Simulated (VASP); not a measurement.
# PbO: relaxation of the cell, by functional

PbO, P4/nmm (no. 129), 4 atoms in the cell.

| Functional | Volume (A^3) | Pressure left (GPa) | Ionic steps | SCF steps in all | Time (s) |
|---|---|---|---|---|---|
| B97-GGA1 | 101.073 | 0.00 | 20 | 208 | 456 |
| VMT84 | 94.801 | -0.01 | 17 | 169 | 379 |
| xPBE | 96.573 | 0.00 | 13 | 141 | 310 |
| HCTH407 | 105.074 | 0.02 | 26 | 256 | 652 |
| BP86 | 90.957 | -0.01 | 19 | 169 | 464 |

## Input of the first row

INCAR:
```
PREC     = Accurate       # precision mode
ENCUT    = 600            # plane-wave cutoff, eV
EDIFF    = 1E-7           # SCF threshold, eV
ISMEAR   = 0              # smearing method
SIGMA    = 0.02           # smearing width, eV
LREAL    = False          # projectors in reciprocal space
LASPH    = True           # aspherical terms in the spheres
ALGO     = Normal         # electronic algorithm
NELM     = 100            # most SCF steps
ISIF     = 3              # what is computed and relaxed
LWAVE    = False          # write WAVECAR
LCHARG   = False          # write CHGCAR
IBRION   = 2              # ionic algorithm
NSW      = 40             # ionic steps
EDIFFG   = -0.01          # ionic threshold
GGA_COMPAT= False        
GGA      = LIBXC          # functional
LIBXC1   = GGA_XC_B97_GGA1
```

KPOINTS:
```
k-points
0
Gamma
  6 6 5
```

POSCAR:
```
PbO
1.0
    3.9900000000      0.0000000000      0.0000000000
    0.0000000000      3.9900000000      0.0000000000
    0.0000000000      0.0000000000      5.0100000000
Pb O
2 2
Direct
    0.5000000000      0.0000000000      0.7600000000
    0.0000000000      0.5000000000      0.2400000000
    0.5000000000      0.5000000000      0.0000000000
    0.0000000000      0.0000000000      0.0000000000
```

Commands:
```
cat potpaw_PBE.64/Pb_d/POTCAR potpaw_PBE.64/O/POTCAR > POTCAR
mpirun -np 1 vasp_std > vasp.out
```

Changes of the last row against the first:
```
- LIBXC1 = GGA_XC_B97_GGA1
+ LIBXC1 = GGA_X_B88
+ LIBXC2 = GGA_C_P86
```

VASP 6.6.1 took 456 s on 1 core (AMD EPYC 9R45 (Zen 5)), a shared host.
